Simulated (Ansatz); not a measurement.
Input, command and steps of an Ansatz relaxation.

```yaml
crystal:
  lattice:
    - [2.5074, 0.0, 0.0]
    - [-1.2537, 2.1714720974, 0.0]
    - [0.0, 0.0, 4.0699]
  atoms:
    - { symbol: Co, position: [0.3333333333, 0.6666666667, 0.25], spin: 1.93 }
    - { symbol: Co, position: [0.6666666667, 0.3333333333, 0.75], spin: 1.93 }
basis:
  ecutwfc: 420
kpoints:
  mp_grid: { grid: [18, 18, 10] }
hamiltonian:
  xc: pbe
scf:
  occupations: { method: gaussian, width: 0.1 }
output:
  forces: true
  stress: true
  eigenvalues: true
  populations: true
  write_density: true
  write_potential: true
  elf: true
  volumetric_format: npy
magnetization:
  spin_polarized: true
relax:
  adjacent_minimum: "off"
  f_tol: 0.02
  max_steps: 70
  cell: { stress_tol: 0.1 }
```

```bash
ansatz run input.yaml --threads 2 --pin off --max-ram 5120MiB --backend cpu --events-out ev --progress --plain --runs-dir out
```

These are results of DFT PBE, scalar-relativistic, plane waves, PAW (Ansatz), not measurements.

Of 5 frames 5 are shown, positions in Å and forces in eV/Å; the SCF threshold varies from step to step. Steps run on the plane waves of an earlier cell, with a Pulay correction in the pressure. The basis is chosen afresh for the last frame, the zero of the energies, and can be on the way; energy and pressure step there, also at an unchanged geometry.

```xyz
2
Lattice="2.5074 0.0000 0.0000 -1.2537 2.1715 0.0000 0.0000 0.0000 4.0699" Properties=species:S:1:pos:R:3:forces:R:3 pbc="T T T" step=1 free_energy_over_end_meV_per_atom=3.30 pressure_GPa=-4.40
Co    0.0000    1.4476    1.0175    0.0000    0.0000    0.0000
Co    1.2537    0.7238    3.0524    0.0000    0.0000    0.0000
2
Lattice="2.4983 0.0000 0.0000 -1.2492 2.1636 0.0000 0.0000 0.0000 4.0512" Properties=species:S:1:pos:R:3:forces:R:3 pbc="T T T" step=2 free_energy_over_end_meV_per_atom=0.52 pressure_GPa=-1.97
Co    0.0000    1.4424    1.0128    0.0000    0.0000    0.0000
Co    1.2492    0.7212    3.0384    0.0000    0.0000    0.0000
2
Lattice="2.4918 0.0000 0.0000 -1.2459 2.1580 0.0000 0.0000 0.0000 4.0335" Properties=species:S:1:pos:R:3:forces:R:3 pbc="T T T" step=3 free_energy_over_end_meV_per_atom=-0.24 pressure_GPa=0.09
Co    0.0000    1.4386    1.0084    0.0000    0.0000    0.0000
Co    1.2459    0.7193    3.0252    0.0000    0.0000    0.0000
2
Lattice="2.4923 0.0000 0.0000 -1.2461 2.1584 0.0000 0.0000 0.0000 4.0337" Properties=species:S:1:pos:R:3:forces:R:3 pbc="T T T" step=4 free_energy_over_end_meV_per_atom=-0.24 pressure_GPa=0.00
Co    0.0000    1.4389    1.0084    0.0000    0.0000    0.0000
Co    1.2461    0.7195    3.0253    0.0000    0.0000    0.0000
2
Lattice="2.4923 0.0000 0.0000 -1.2461 2.1584 0.0000 0.0000 0.0000 4.0337" Properties=species:S:1:pos:R:3:forces:R:3 pbc="T T T" step=5 free_energy_over_end_meV_per_atom=0.00 pressure_GPa=-0.02
Co    0.0000    1.4389    1.0084    0.0000    0.0000    0.0000
Co    1.2461    0.7195    3.0253    0.0000    0.0000    0.0000
```

The run took 41 s on 2 threads of Arm Neoverse V2, on a shared host, peak memory 0.46 GiB.